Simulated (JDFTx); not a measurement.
## HgSe under changes of volume

One of the cells (28.067 Å³/atom); the others are scaled copies at fixed shape and fractional positions:

```
Hg Se
1.0
     0.00000    3.03900    3.03900
     3.03900    0.00000    3.03900
     3.03900    3.03900    0.00000
Hg Se
1 1
Direct
  0.00000 0.00000 0.00000
  0.75000 0.75000 0.75000
```

* Program: JDFTx 1.7.0 (patched build)
* Functional: LDA
* Potentials or basis: PseudoDojo-SR-LDA-0.4.1-standard with smoothed tails
* Cutoff: 1170 eV
* Density cutoff: 9361 eV
* k mesh: 8 × 8 × 8
* Occupations: fermi-dirac, width 0.05 eV
* Spin: no spin polarisation

| volume (Å³/atom) | energy over the lowest point (meV/atom) | pressure (GPa) |
| --- | --- | --- |
| 26.383 | 14.91 | 3.5 |
| 26.944 | 5.15 | 2.0 |
| 27.505 | 0.37 | 0.7 |
| 28.067 | 0.00 | -0.5 |
| 28.628 | 3.54 | -1.5 |
| 29.189 | ? | ? |
| 29.751 | 20.61 | -3.3 |

Task: What does the run at 29.189 Å³/atom give?

Result: Energy over the lowest point 10.54 meV/atom; pressure -2.5 GPa.

Worked out: A Birch-Murnaghan fit of order 3 (a polynomial in V^(-2/3)) to the other rows has its minimum at 27.83 Å³/atom with B0 = V·E''(V) = 58 GPa and B' = 5.0. It gives 10.53 meV/atom at 29.189 Å³/atom, against the run's 10.54, and -dE/dV = -2.5 GPa, against -2.5.

Energies are extrapolated to zero smearing.
